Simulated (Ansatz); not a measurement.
Born–Oppenheimer molecular dynamics of a periodic cell of 17 atoms, Mg₈O₉ (host MgO, host structure Fm-3m, interstitial O). It starts from a relaxed structure.

These are results of Ansatz 0.2.0, DFT PBEsol, scalar-relativistic, plane waves, PAW, not measurements. Settings: accuracy low, PAW set soft_1, cutoff 420 eV, k mesh 2x2x2, fermi-dirac smearing 0.05 eV, spin collinear.

```
ensemble            : NVT, Nosé–Hoover chain
time step           : 1 fs
steps asked         : 200
set temperature     : 600 K
starting velocities : zero
thermostat          : time constant 100 fs, chain length 1
seed                : 395234
```

Frames 2 fs apart, positions in Å, forces in eV/Å.

Velocities at 140.0 fs (Å/ps):

```
Mg -0.02 0.00 0.00
O -0.02 0.01 0.01
Mg -0.03 0.07 0.07
O 0.00 -0.01 0.00
Mg 0.02 0.06 0.07
O 0.00 0.01 -0.01
Mg 0.02 0.01 -0.02
O 0.01 0.01 0.00
Mg 0.01 -0.01 -0.01
O 0.00 -0.02 0.01
Mg -0.02 -0.07 -0.06
O 0.00 0.02 -0.01
Mg 0.02 -0.05 -0.06
O 0.00 -0.01 0.00
Mg 0.03 0.03 -0.02
O 0.04 -0.01 0.00
O -0.05 -0.03 0.03
```

```xyz
17
Lattice="0.0000 4.1948 4.1948 4.1948 0.0000 4.1948 4.1948 4.1948 0.0000" Properties=species:S:1:pos:R:3:forces:R:3 time_fs=140.0 energy_less_start_eV=0.000 T=0
Mg -0.009 0.063 -0.065 0.00 0.00 0.00
O 2.041 2.160 2.033 0.00 0.00 0.00
Mg 2.041 2.182 0.103 0.00 0.00 -0.01
O 4.139 4.258 2.033 0.00 0.00 0.00
Mg 2.041 0.230 2.054 0.00 -0.01 0.00
O 4.139 2.161 4.130 0.00 0.00 0.00
Mg 4.250 2.161 2.033 -0.01 0.00 0.00
O 6.236 4.258 4.130 0.00 0.00 0.00
Mg -0.167 2.161 2.033 0.01 0.00 0.00
O 2.041 4.258 4.130 0.00 0.00 0.00
Mg 2.041 4.091 2.011 0.00 0.01 0.00
O 4.139 6.355 4.130 0.00 0.00 0.00
Mg 2.042 2.140 3.963 0.00 0.00 0.01
O 4.139 4.258 6.227 0.00 0.00 0.00
Mg 4.092 4.258 4.130 0.00 0.00 0.00
O 6.238 5.856 6.727 0.00 0.01 -0.01
O 6.235 6.854 5.729 0.01 0.00 0.00
17
Lattice="0.0000 4.1948 4.1948 4.1948 0.0000 4.1948 4.1948 4.1948 0.0000" Properties=species:S:1:pos:R:3:forces:R:3 time_fs=142.0 energy_less_start_eV=0.000 T=0
Mg -0.009 0.063 -0.065 0.00 0.00 0.00
O 2.041 2.160 2.033 0.00 0.00 0.00
Mg 2.041 2.182 0.103 0.00 0.00 -0.01
O 4.139 4.258 2.033 0.00 0.00 0.00
Mg 2.041 0.231 2.054 0.00 -0.01 0.00
O 4.139 2.161 4.130 0.00 0.00 0.00
Mg 4.250 2.161 2.033 -0.01 0.00 0.00
O 6.236 4.258 4.130 0.00 0.00 0.00
Mg -0.167 2.160 2.033 0.01 0.00 0.00
O 2.041 4.258 4.130 0.00 0.00 0.00
Mg 2.041 4.090 2.011 0.00 0.01 0.00
O 4.139 6.356 4.130 0.00 0.00 0.00
Mg 2.042 2.139 3.963 0.00 0.00 0.01
O 4.139 4.258 6.227 0.00 0.00 0.00
Mg 4.092 4.258 4.130 0.00 0.00 0.00
O 6.238 5.856 6.727 0.00 0.00 0.00
O 6.235 6.854 5.729 0.01 0.00 0.00
17
Lattice="0.0000 4.1948 4.1948 4.1948 0.0000 4.1948 4.1948 4.1948 0.0000" Properties=species:S:1:pos:R:3:forces:R:3 time_fs=144.0 energy_less_start_eV=0.000 T=0
Mg -0.009 0.063 -0.065 0.00 0.00 0.00
O 2.041 2.161 2.033 0.00 0.00 0.00
Mg 2.041 2.182 0.103 0.00 0.00 -0.02
O 4.139 4.258 2.033 0.00 0.00 0.00
Mg 2.041 0.231 2.054 0.00 -0.02 -0.01
O 4.139 2.161 4.130 0.00 0.00 0.00
Mg 4.250 2.161 2.033 -0.01 0.00 0.00
O 6.236 4.258 4.130 0.00 0.00 0.00
Mg -0.167 2.160 2.033 0.00 0.00 0.00
O 2.041 4.258 4.130 0.00 0.00 0.00
Mg 2.041 4.090 2.011 0.00 0.02 0.01
O 4.139 6.356 4.130 0.00 0.00 0.00
Mg 2.042 2.139 3.963 0.00 0.00 0.02
O 4.139 4.258 6.227 0.00 0.00 0.00
Mg 4.092 4.258 4.130 0.00 0.00 0.00
O 6.238 5.856 6.727 0.00 0.00 0.00
O 6.234 6.854 5.729 0.01 0.01 -0.01
17
Lattice="0.0000 4.1948 4.1948 4.1948 0.0000 4.1948 4.1948 4.1948 0.0000" Properties=species:S:1:pos:R:3:forces:R:3 time_fs=146.0 energy_less_start_eV=0.000 T=0
Mg -0.009 0.063 -0.065 0.01 0.00 0.00
O 2.041 2.161 2.033 0.00 0.00 0.00
Mg 2.041 2.182 0.103 0.00 -0.01 -0.02
O 4.139 4.258 2.033 0.00 0.00 0.00
Mg 2.042 0.231 2.054 0.00 -0.02 -0.01
O 4.139 2.161 4.130 0.00 0.00 0.00
Mg 4.250 2.161 2.033 -0.01 0.00 0.00
O 6.236 4.258 4.130 0.00 0.00 0.00
Mg -0.167 2.160 2.033 0.00 0.00 0.00
O 2.041 4.258 4.130 0.00 0.00 0.00
Mg 2.041 4.090 2.010 0.00 0.02 0.01
O 4.139 6.356 4.130 0.00 0.00 0.00
Mg 2.042 2.139 3.963 0.00 0.01 0.02
O 4.139 4.258 6.227 0.00 0.00 0.00
Mg 4.092 4.258 4.130 0.00 0.00 0.00
O 6.238 5.856 6.727 0.00 0.00 0.01
O 6.234 6.854 5.729 0.01 0.01 -0.01
17
Lattice="0.0000 4.1948 4.1948 4.1948 0.0000 4.1948 4.1948 4.1948 0.0000" Properties=species:S:1:pos:R:3:forces:R:3 time_fs=148.0 energy_less_start_eV=0.000 T=0
Mg -0.009 0.063 -0.065 0.01 0.00 0.00
O 2.041 2.161 2.033 0.00 0.00 0.00
Mg 2.041 2.182 0.103 0.00 -0.01 -0.02
O 4.139 4.258 2.033 0.00 0.00 0.00
Mg 2.042 0.231 2.054 0.00 -0.03 -0.01
O 4.139 2.161 4.130 0.00 0.00 0.00
Mg 4.250 2.161 2.033 -0.01 0.00 0.00
O 6.236 4.258 4.130 0.00 0.00 0.00
Mg -0.167 2.160 2.033 0.00 0.00 0.00
O 2.041 4.257 4.130 0.00 0.00 0.00
Mg 2.041 4.090 2.010 0.00 0.02 0.01
O 4.139 6.356 4.130 0.00 0.00 0.00
Mg 2.042 2.139 3.963 0.00 0.01 0.02
O 4.139 4.258 6.227 0.00 0.00 0.00
Mg 4.092 4.259 4.130 -0.01 0.00 0.00
O 6.238 5.856 6.727 0.00 -0.01 0.01
O 6.234 6.854 5.729 0.01 0.01 -0.01
17
Lattice="0.0000 4.1948 4.1948 4.1948 0.0000 4.1948 4.1948 4.1948 0.0000" Properties=species:S:1:pos:R:3:forces:R:3 time_fs=150.0 energy_less_start_eV=0.000 T=0
Mg -0.010 0.063 -0.065 0.01 0.00 0.00
O 2.041 2.161 2.033 0.00 0.00 0.00
Mg 2.041 2.182 0.103 0.00 -0.01 -0.03
O 4.139 4.258 2.033 0.00 0.00 0.00
Mg 2.042 0.231 2.054 0.00 -0.03 -0.01
O 4.139 2.161 4.130 0.00 0.00 0.00
Mg 4.250 2.161 2.033 -0.01 0.00 0.00
O 6.236 4.258 4.130 0.00 0.00 0.00
Mg -0.167 2.160 2.033 0.00 0.00 0.00
O 2.041 4.257 4.130 0.00 0.00 0.00
Mg 2.041 4.090 2.010 0.00 0.03 0.02
O 4.139 6.356 4.130 0.00 0.00 0.00
Mg 2.042 2.139 3.963 0.00 0.01 0.02
O 4.139 4.258 6.227 0.00 0.00 0.00
Mg 4.092 4.259 4.130 -0.01 0.00 0.00
O 6.238 5.856 6.727 0.00 -0.01 0.01
O 6.234 6.854 5.729 0.01 0.01 -0.01
17
Lattice="0.0000 4.1948 4.1948 4.1948 0.0000 4.1948 4.1948 4.1948 0.0000" Properties=species:S:1:pos:R:3:forces:R:3 time_fs=152.0 energy_less_start_eV=0.000 T=0
Mg -0.010 0.063 -0.065 0.01 0.00 0.00
O 2.041 2.161 2.033 0.00 0.00 0.00
Mg 2.041 2.183 0.103 0.00 -0.01 -0.03
O 4.139 4.258 2.033 0.00 0.00 0.00
Mg 2.042 0.231 2.055 0.00 -0.02 -0.02
O 4.139 2.161 4.130 0.00 0.00 0.00
Mg 4.250 2.161 2.033 -0.01 0.00 0.00
O 6.236 4.258 4.130 0.00 0.00 0.00
Mg -0.167 2.160 2.033 0.00 0.00 0.00
O 2.041 4.257 4.130 0.00 0.00 0.00
Mg 2.041 4.090 2.010 0.00 0.03 0.02
O 4.139 6.356 4.130 0.00 0.00 0.00
Mg 2.042 2.139 3.963 0.00 0.01 0.02
O 4.139 4.258 6.227 0.00 0.00 0.00
Mg 4.092 4.259 4.129 -0.01 0.00 0.00
O 6.238 5.856 6.727 0.00 0.00 0.01
O 6.234 6.854 5.729 0.01 0.01 -0.01
17
Lattice="0.0000 4.1948 4.1948 4.1948 0.0000 4.1948 4.1948 4.1948 0.0000" Properties=species:S:1:pos:R:3:forces:R:3 time_fs=154.0 energy_less_start_eV=0.000 T=0
Mg -0.010 0.063 -0.065 0.01 0.00 0.00
O 2.041 2.161 2.033 0.00 0.00 0.00
Mg 2.041 2.183 0.103 0.00 -0.02 -0.02
O 4.139 4.258 2.033 0.00 0.00 0.00
Mg 2.042 0.231 2.055 0.00 -0.02 -0.02
O 4.139 2.161 4.130 0.00 0.00 0.00
Mg 4.250 2.161 2.032 -0.01 0.00 0.00
O 6.236 4.258 4.130 0.00 0.00 0.00
Mg -0.167 2.160 2.033 0.00 0.00 0.00
O 2.041 4.257 4.130 0.00 0.00 0.00
Mg 2.041 4.090 2.010 0.00 0.02 0.02
O 4.139 6.356 4.130 0.00 0.00 0.00
Mg 2.042 2.139 3.963 0.00 0.01 0.02
O 4.139 4.258 6.227 0.00 0.00 0.00
Mg 4.092 4.259 4.129 -0.01 0.00 0.00
O 6.238 5.856 6.727 -0.01 0.00 0.00
O 6.234 6.854 5.729 0.01 0.01 0.00
17
Lattice="0.0000 4.1948 4.1948 4.1948 0.0000 4.1948 4.1948 4.1948 0.0000" Properties=species:S:1:pos:R:3:forces:R:3 time_fs=156.0 energy_less_start_eV=0.000 T=0
Mg -0.009 0.063 -0.065 0.01 0.00 0.00
O 2.041 2.161 2.033 0.00 0.00 0.00
Mg 2.041 2.183 0.103 0.00 -0.02 -0.02
O 4.139 4.258 2.033 0.00 0.00 0.00
Mg 2.042 0.230 2.055 0.00 -0.02 -0.02
O 4.139 2.161 4.130 0.00 0.00 0.00
Mg 4.250 2.161 2.032 -0.01 0.00 0.00
O 6.236 4.258 4.130 0.00 0.00 0.00
Mg -0.167 2.160 2.033 0.00 0.00 0.00
O 2.041 4.258 4.130 0.00 0.00 0.00
Mg 2.041 4.090 2.010 0.00 0.02 0.02
O 4.139 6.356 4.130 0.00 0.00 0.00
Mg 2.042 2.139 3.963 0.00 0.01 0.02
O 4.139 4.258 6.227 0.00 0.00 0.00
Mg 4.092 4.259 4.129 -0.01 0.00 0.00
O 6.238 5.856 6.727 -0.01 0.00 0.00
O 6.234 6.854 5.729 0.01 0.00 0.00
17
Lattice="0.0000 4.1948 4.1948 4.1948 0.0000 4.1948 4.1948 4.1948 0.0000" Properties=species:S:1:pos:R:3:forces:R:3 time_fs=158.0 energy_less_start_eV=0.000 T=0
Mg -0.009 0.063 -0.065 0.01 0.00 0.00
O 2.041 2.161 2.033 0.00 0.00 0.00
Mg 2.041 2.183 0.103 0.00 -0.01 -0.01
O 4.139 4.258 2.033 0.00 0.00 0.00
Mg 2.042 0.230 2.055 0.00 -0.01 -0.01
O 4.139 2.161 4.130 0.00 0.00 0.00
Mg 4.250 2.161 2.032 -0.01 0.00 0.00
O 6.236 4.258 4.130 0.00 0.00 0.00
Mg -0.167 2.160 2.033 0.00 0.00 0.00
O 2.041 4.258 4.130 0.00 0.00 0.00
Mg 2.041 4.090 2.010 0.00 0.01 0.02
O 4.139 6.356 4.130 0.00 0.00 0.00
Mg 2.042 2.139 3.963 0.00 0.01 0.01
O 4.139 4.258 6.227 0.00 0.00 0.00
Mg 4.092 4.259 4.129 -0.01 0.00 0.00
O 6.238 5.855 6.727 -0.01 0.01 -0.01
O 6.234 6.854 5.729 0.01 -0.01 0.01
17
Lattice="0.0000 4.1948 4.1948 4.1948 0.0000 4.1948 4.1948 4.1948 0.0000" Properties=species:S:1:pos:R:3:forces:R:3 time_fs=160.0 energy_less_start_eV=0.000 T=0
Mg -0.009 0.063 -0.065 0.01 0.00 0.00
O 2.041 2.160 2.033 0.00 0.00 0.00
Mg 2.041 2.183 0.103 0.00 -0.01 -0.01
O 4.139 4.258 2.033 0.00 0.00 0.00
Mg 2.042 0.230 2.055 0.00 -0.01 -0.01
O 4.139 2.161 4.130 0.00 0.00 0.00
Mg 4.250 2.161 2.032 -0.01 0.00 0.00
O 6.236 4.258 4.130 0.00 0.00 0.00
Mg -0.167 2.160 2.033 0.00 0.00 0.00
O 2.041 4.258 4.130 0.00 0.00 0.00
Mg 2.041 4.090 2.010 0.00 0.01 0.01
O 4.139 6.356 4.130 0.00 0.00 0.00
Mg 2.042 2.139 3.963 0.00 0.01 0.01
O 4.139 4.258 6.227 0.00 0.00 0.00
Mg 4.092 4.259 4.129 -0.01 0.00 0.00
O 6.238 5.855 6.727 -0.01 0.01 -0.01
O 6.234 6.854 5.729 0.01 -0.01 0.01
17
Lattice="0.0000 4.1948 4.1948 4.1948 0.0000 4.1948 4.1948 4.1948 0.0000" Properties=species:S:1:pos:R:3:forces:R:3 time_fs=162.0 energy_less_start_eV=0.000 T=0
Mg -0.009 0.063 -0.065 0.01 0.00 0.00
O 2.041 2.160 2.033 0.00 0.00 0.00
Mg 2.041 2.183 0.103 0.00 -0.01 0.00
O 4.139 4.258 2.033 0.00 0.00 0.00
Mg 2.042 0.230 2.055 0.00 0.00 -0.01
O 4.139 2.161 4.130 0.00 0.00 0.00
Mg 4.250 2.161 2.032 -0.01 0.00 0.00
O 6.236 4.258 4.130 0.00 0.00 0.00
Mg -0.166 2.160 2.033 0.00 0.00 0.00
O 2.041 4.258 4.131 0.00 0.00 0.00
Mg 2.041 4.091 2.010 0.00 0.00 0.01
O 4.139 6.356 4.130 0.00 0.00 0.00
Mg 2.042 2.139 3.963 0.00 0.01 0.00
O 4.139 4.258 6.227 0.00 0.00 0.00
Mg 4.092 4.259 4.129 -0.01 0.00 0.00
O 6.238 5.855 6.727 -0.01 0.02 -0.02
O 6.234 6.854 5.729 0.00 -0.01 0.01
```

Of the whole run (200 fs, mean temperature of the second half 0 K): The conserved energy stayed within 0.00024 meV per atom of its start (net change 0.00024 meV per atom), so the integration is sound. The mean temperature of the second half is 100 % below the set value. A run of 0.2 ps of so small a system gives no equilibrium averages. Limits of this set-up: coarse k mesh, PAW files made for another functional, low accuracy level.

Run time: 4.7 min on 2 threads of Arm Neoverse V1 (shared host), peak memory 0.48 GiB.
